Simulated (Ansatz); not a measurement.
# BN (F-43m) in Ansatz: further runs

The runs below take BN through single point, with PBE.

Program: Ansatz 0.2.0. These are calculated values, not measurements. Logs are shortened: lines on timing, memory, paths and dates and some standing lists are left out, and cuts for length are marked.

## 1. The structure

It takes space group F-43m (No. 216, cubic). Conventional cell: a = 3.626 Å, b = 3.626 Å, c = 3.626 Å, α = 90.00°, β = 90.00°, γ = 90.00°. Around N (site symmetry -43m) lie 4 B at 1.57 Å. Around B (site symmetry -43m) lie 4 N at 1.57 Å.

The cell is a database's computed one.

## 2. Single point, PBE, 5.60 Å³/atom (volume scaled by 0.94)

Input file input.yaml:

```yaml
crystal:
  lattice:
    - [0.0, 1.7759905947, 1.7759905947]
    - [1.7759905947, 0.0, 1.7759905947]
    - [1.7759905947, 1.7759905947, 0.0]
  atoms:
    - { symbol: "N", position: [0.25, 0.25, 0.25] }
    - { symbol: B, position: [0.0, 0.0, 0.0] }
kpoints:
  mp_grid: { grid: [13, 13, 13] }
scf:
  occupations: { method: fermi_dirac, width: 0.05 }
hamiltonian:
  xc: pbe
  pseudopotentials: { kind: all_electron, lapw: { basis_error: 0.0005 } }
output:
  forces: true
  stress: true
  eigenvalues: true
```

Potentials or basis: all-electron LAPW, scalar-relativistic.

On the command line:

```console
$ ansatz run input.yaml --threads 1 --pin off --max-ram 3072MiB --backend cpu --events-out ev --progress --plain --runs-dir out
```

Standard output:

```text
Warning: RAYON_NUM_THREADS=1 ignored (pool sized by the plan → 1); use --threads N
LAPW: plane waves up to 11.538 Å⁻¹, error target 5.0e-4 eV per atom; small_component_spin mean_spin; B in spheres of 0.727 Å, 5 of its electrons in bands, Dirac shells []; N in spheres of 0.811 Å, 7 of its electrons in bands, Dirac shells [] (how accurate: hamiltonian.pseudopotentials.lapw.basis_error, Limitations)
Engine: ansatz 0.2.0, x86_64-unknown-linux-gnu
Pseudopotentials: kind: all_electron
Pseudopotential: N, LAPW, valence charge 7, lapw/all_electron/scalar/gaussian/N, Koelling and Harmon's equation, gaussian nucleus
Pseudopotential: B, LAPW, valence charge 5, lapw/all_electron/scalar/gaussian/B, Koelling and Harmon's equation, gaussian nucleus
Functional definition: PBE
  parameter kappa = 0.804
  parameter beta = 0.06672455060314922
  exchange = pbe_x(kappa = kappa, mu = beta*pi^2/3)
  correlation = pbe_c(beta = beta)
Crystal: 2 atoms, lattice volume = 11.203 Å³
Basis set: ecut = 507.2432535526138 eV, 283 PW (Γ), exchange–correlation at level 2
Bands: 10, of which v1, the nominal top of the filled ones, is band 6 counted from 1 (5 counted from 0)
Symmetry: 24 space group operations
Space group: F-43m (ITA 216), of the structure as read, at distance tolerance 2.2e-5 Å
k-points: 84 of 2197 (time reversal used)
Non-local potential: N, projectors of the file, none
Non-local potential: B, projectors of the file, none
Initial density: superposition of atomic densities (chi_scale 0.1, normalization cell, long waves kept (reshape's long-wave potential 0.00 eV rms))
Initial wavefunctions: plane waves of lowest kinetic energy (no species holds an atomic orbital)
Functional: x = pbe(κ = 0.804, μ = 0.2195149727645171), c = pbe(β = 0.06672455060314922)
iter 1 solved again at ethr=1.92e-2 eV; its pass at ethr=1.00e-1 eV (dr2=2.31e0 eV) is discarded
SCF iter   1: F=—  HF=-2169.651551 eV  |F-HF|=—  |Δ(HF+E_count)|=         —  Δρ=1.64e-1  dr2=2.31e0  ethr=1.92e-2  ⟨swp⟩=2.0  Hψ=6445  notcnv=0
preconditioner: auto → none  [insulator: Δε(μ)=6.239 eV  Ē_g=21.253 eV  σ=0.050 eV  W_gap=1.00  n_scr=0 (ndim 8)  ℏωp=31.4 eV  f_vac=0.000  D(μ)=0.00/eV (n_scr^D=0)  ε∞_Penn≈3.2]
iter 2 solved again at ethr=1.84e-3 eV; its pass at ethr=1.92e-2 eV (dr2=2.21e-1 eV) is discarded
SCF iter   2: F=—  HF=-2168.716762 eV  |F-HF|=—  |Δ(HF+E_count)|=   9.35e-1  Δρ=5.53e-2  dr2=2.21e-1  ethr=1.84e-3  ⟨swp⟩=2.0  Hψ=4482  notcnv=0
SCF iter   3: F=—  HF=-2168.643285 eV  |F-HF|=—  |Δ(HF+E_count)|=   7.35e-2  Δρ=2.45e-2  dr2=4.59e-2  ethr=1.84e-3  ⟨swp⟩=2.2  Hψ=2512  notcnv=0
SCF iter   4: F=—  HF=-2168.638764 eV  |F-HF|=—  |Δ(HF+E_count)|=         —  Δρ=1.08e-2  dr2=9.29e-3  ethr=3.82e-4  ⟨swp⟩=2.0  Hψ=2492  notcnv=0
the basis was enlarged: its passes take 46.3 KiB over the memory plan, 1 of 1 planned eigensolver slots
SCF iter   5: F=—  HF=-2168.637631 eV  |F-HF|=—  |Δ(HF+E_count)|=   1.13e-3  Δρ=2.38e-3  dr2=4.64e-4  ethr=7.74e-5  ⟨swp⟩=2.1  Hψ=2437  notcnv=0
SCF iter   6: F=—  HF=-2168.637590 eV  |F-HF|=—  |Δ(HF+E_count)|=   4.15e-5  Δρ=2.60e-4  dr2=5.92e-6  ethr=3.87e-6  ⟨swp⟩=2.1  Hψ=2218  notcnv=0
SCF iter   7: F=-2168.637590 eV  HF=-2168.637590 eV  |F-HF|=2.94e-10  |Δ(HF+E_count)|=   9.15e-8  Δρ=1.14e-5  dr2=1.13e-8  ethr=4.93e-8  ⟨swp⟩=2.1  Hψ=2184  notcnv=0
SCF 1 converged in 7 iterations: F = -2168.637590 eV  dr2 = 1.13e-8
SCF converged after 7 iterations
Free energy (F): -2168.637590 eV
Harris-Foulkes:  -2168.637590 eV  (|F-HF|=2.94e-10)
Internal energy: -2168.637590 eV  (E = F + TS)
E sigma→0 (E₀):  -2168.637590 eV
Fermi energy:    14.637609 eV
--- Per-component energies (eV) ---
  E_band       = -1011.928424
  E_kinetic    = 2166.605711
  E_xc         = -301.536184
  E_electrostatic = -4033.707117  (all electrons and nuclei)
  E_smearing   = -0.000000  (= −TS)
  E_closure    = 0.000000  (closes the sum)
  E_atoms      = -2151.229577  (free atoms, spherical and without spin; not in F)
  Σ components = -2168.637590   (vs F -2168.637590, Δ=0.00e0)
  Basis errors (estimates in eV, not in F): energy 2.8e-4 per atom: plane waves 2.6e-4 (1.6e-4 summed), levels above the bands 1.6e-143, relativity 2.4e-8, radial functions 2.0e-5, core shells 0.0e0; eigenvalues (radial functions only) 5.2e-6; not estimated: angular momenta, meshes, grids; target (lapw.basis_error) 5.0e-4; muffin-tin radii B 0.727 Å, N 0.811 Å
--- Forces (eV/Å), atoms counted from 1 ---
  atom   1  N     -0.00000000    -0.00000000     0.00000000
  atom   2  B      0.00000000     0.00000000     0.00000000
  max |Σ_I F_I| component: 4.63e-17 eV/Å
--- Stress (GPa, compression-positive) ---
       25.268722      -0.000000      -0.000000
       -0.000000      25.268722       0.000000
       -0.000000       0.000000      25.268722
  P = ⅓ Tr σ = 25.2687 GPa (252.687 kbar)
--- Band table (eV; the first three rows and the last of 84) ---
  k-point 0: bands = ["-362.7198", "-160.0454", "-8.4939", "12.3456", "12.3456", "12.3456", "21.4263", "21.4263", "21.4263", "23.5715"]
  k-point 1: bands = ["-362.7198", "-160.0454", "-8.3438", "11.5309", "12.1810", "12.1810", "21.6731", "21.6765", "21.6765", "24.0211"]
  k-point 2: bands = ["-362.7198", "-160.0454", "-7.8976", "9.5983", "11.7703", "11.7703", "22.0842", "22.2774", "22.2774", "25.1485"]
  k-point 83: bands = ["-362.7198", "-160.0452", "-2.3299", "4.2102", "5.0540", "5.9530", "22.0479", "25.8989", "27.1257", "28.5419"]
```

Run time: 12 s. Hardware: 1 thread of AMD EPYC 7R43 (Zen 3), shared host; peak memory 0.3 GiB.

Results:

| Quantity | Value |
| --- | --- |
| Free energy | -2168.6376 eV |
| Pressure | 25.3 GPa |
| Band gap on the k mesh | 4.60 eV, indirect (least direct gap 9.08 eV) |

Caveat: an odd mesh through Γ misses points on the zone boundary, where band edges often lie.

## 3. Single point, PBE, 5.72 Å³/atom (volume scaled by 0.96)

Edit input.yaml of step 2 so:

```diff
@@ -2,5 +2,5 @@
   lattice:
-    - [0.0, 1.7759905947, 1.7759905947]
-    - [1.7759905947, 0.0, 1.7759905947]
-    - [1.7759905947, 1.7759905947, 0.0]
+    - [0.0, 1.7884979828, 1.7884979828]
+    - [1.7884979828, 0.0, 1.7884979828]
+    - [1.7884979828, 1.7884979828, 0.0]
   atoms:
```

Potentials or basis: all-electron LAPW, scalar-relativistic.

On the command line:

```console
$ ansatz run input.yaml --threads 1 --pin off --max-ram 3072MiB --backend cpu --events-out ev --progress --plain --runs-dir out
```

It took 11 s on 1 thread of AMD EPYC 7R43 (Zen 3), shared host; peak memory 0.31 GiB.

Results (log left out):

```
Free energy            : -2168.6681 eV
Pressure               : 15.9 GPa
Band gap on the k mesh : 4.58 eV, indirect (least direct gap 8.98 eV)
```

Caveat: an odd mesh through Γ misses points on the zone boundary, where band edges often lie.

## 4. Single point, PBE, 5.84 Å³/atom (volume scaled by 0.98)

Edit input.yaml of step 3 so:

```diff
@@ -2,5 +2,5 @@
   lattice:
-    - [0.0, 1.7884979828, 1.7884979828]
-    - [1.7884979828, 0.0, 1.7884979828]
-    - [1.7884979828, 1.7884979828, 0.0]
+    - [0.0, 1.8008328414, 1.8008328414]
+    - [1.8008328414, 0.0, 1.8008328414]
+    - [1.8008328414, 1.8008328414, 0.0]
   atoms:
```

On the command line:

```console
$ ansatz run input.yaml --threads 1 --pin off --max-ram 3072MiB --backend cpu --events-out ev --progress --plain --runs-dir out
```

It took 13 s on 1 thread of AMD EPYC 7R43 (Zen 3), shared host; peak memory 0.31 GiB.

The run converged. Its results:

| Quantity | Value |
| --- | --- |
| Free energy | -2168.6853 eV |
| Pressure | 7.4 GPa |
| Band gap on the k mesh | 4.56 eV, indirect (least direct gap 8.88 eV) |

Caveat: an odd mesh through Γ misses points on the zone boundary, where band edges often lie.

## 5. Single point, PBE, 5.96 Å³/atom

Edit input.yaml of step 4 so:

```diff
@@ -2,5 +2,5 @@
   lattice:
-    - [0.0, 1.8008328414, 1.8008328414]
-    - [1.8008328414, 0.0, 1.8008328414]
-    - [1.8008328414, 1.8008328414, 0.0]
+    - [0.0, 1.813001, 1.813001]
+    - [1.813001, 0.0, 1.813001]
+    - [1.813001, 1.813001, 0.0]
   atoms:
```

On the command line:

```console
$ ansatz run input.yaml --threads 1 --pin off --max-ram 3072MiB --backend cpu --events-out ev --progress --plain --runs-dir out
```

Run time: 11 s. Hardware: 1 thread of AMD EPYC 7R43 (Zen 3), shared host; peak memory 0.29 GiB.

It converged, with:

```yaml
Free_energy: -2168.6904 eV
Pressure: -0.4 GPa
Band_gap_on_the_k_mesh: 4.53 eV, indirect (least direct gap 8.78 eV)
```

Caveat: an odd mesh through Γ misses points on the zone boundary, where band edges often lie.

## 6. Single point, PBE, 6.08 Å³/atom (volume scaled by 1.02)

Edit input.yaml of step 5 so:

```diff
@@ -2,5 +2,5 @@
   lattice:
-    - [0.0, 1.813001, 1.813001]
-    - [1.813001, 0.0, 1.813001]
-    - [1.813001, 1.813001, 0.0]
+    - [0.0, 1.8250079791, 1.8250079791]
+    - [1.8250079791, 0.0, 1.8250079791]
+    - [1.8250079791, 1.8250079791, 0.0]
   atoms:
```

Potentials or basis: all-electron LAPW, scalar-relativistic.

On the command line:

```console
$ ansatz run input.yaml --threads 1 --pin off --max-ram 3072MiB --backend cpu --events-out ev --progress --plain --runs-dir out
```

Wall time 13 s (1 thread of AMD EPYC 7R43 (Zen 3), shared host); peak memory 0.3 GiB.

Results (log left out):

- Free energy: -2168.6844 eV
- Pressure: -7.5 GPa
- Band gap on the k mesh: 4.51 eV, indirect (least direct gap 8.69 eV)

Caveat: an odd mesh through Γ misses points on the zone boundary, where band edges often lie.

## 7. Single point, PBE, 6.20 Å³/atom (volume scaled by 1.04)

Edit input.yaml of step 6 so:

```diff
@@ -2,5 +2,5 @@
   lattice:
-    - [0.0, 1.8250079791, 1.8250079791]
-    - [1.8250079791, 0.0, 1.8250079791]
-    - [1.8250079791, 1.8250079791, 0.0]
+    - [0.0, 1.8368590123, 1.8368590123]
+    - [1.8368590123, 0.0, 1.8368590123]
+    - [1.8368590123, 1.8368590123, 0.0]
   atoms:
```

On the command line:

```console
$ ansatz run input.yaml --threads 1 --pin off --max-ram 3072MiB --backend cpu --events-out ev --progress --plain --runs-dir out
```

Run time: 11 s. Hardware: 1 thread of AMD EPYC 7R43 (Zen 3), shared host; peak memory 0.3 GiB.

Results (log left out):

- Free energy: -2168.6684 eV
- Pressure: -13.9 GPa
- Band gap on the k mesh: 4.48 eV, indirect (least direct gap 8.60 eV)

Caveat: an odd mesh through Γ misses points on the zone boundary, where band edges often lie.

## 8. Single point, PBE, 6.32 Å³/atom (volume scaled by 1.06)

Edit input.yaml of step 7 so:

```diff
@@ -2,5 +2,5 @@
   lattice:
-    - [0.0, 1.8368590123, 1.8368590123]
-    - [1.8368590123, 0.0, 1.8368590123]
-    - [1.8368590123, 1.8368590123, 0.0]
+    - [0.0, 1.8485590667, 1.8485590667]
+    - [1.8485590667, 0.0, 1.8485590667]
+    - [1.8485590667, 1.8485590667, 0.0]
   atoms:
```

On the command line:

```console
$ ansatz run input.yaml --threads 1 --pin off --max-ram 3072MiB --backend cpu --events-out ev --progress --plain --runs-dir out
```

Wall time 11 s (1 thread of AMD EPYC 7R43 (Zen 3), shared host); peak memory 0.3 GiB.

It converged, with:

```yaml
Free_energy: -2168.6433 eV
Pressure: -19.8 GPa
Band_gap_on_the_k_mesh: 4.46 eV, indirect (least direct gap 8.51 eV)
```

Caveat: an odd mesh through Γ misses points on the zone boundary, where band edges often lie.

## 9. For comparison

An earlier run on the cell as given: functional PBE; potentials or basis all-electron LAPW, scalar-relativistic; cutoff 446 eV (chosen from the basis error); basis error allowed 0.001 eV/atom; k mesh 13 × 13 × 13; occupations fermi-dirac, width 0.05 eV; no spin polarisation.

- Pressure: -0.4 GPa
- Band gap on the k mesh: 4.53 eV, indirect (least direct gap 8.78 eV)
- Loewdin charges: N -0.32; B +0.35 e
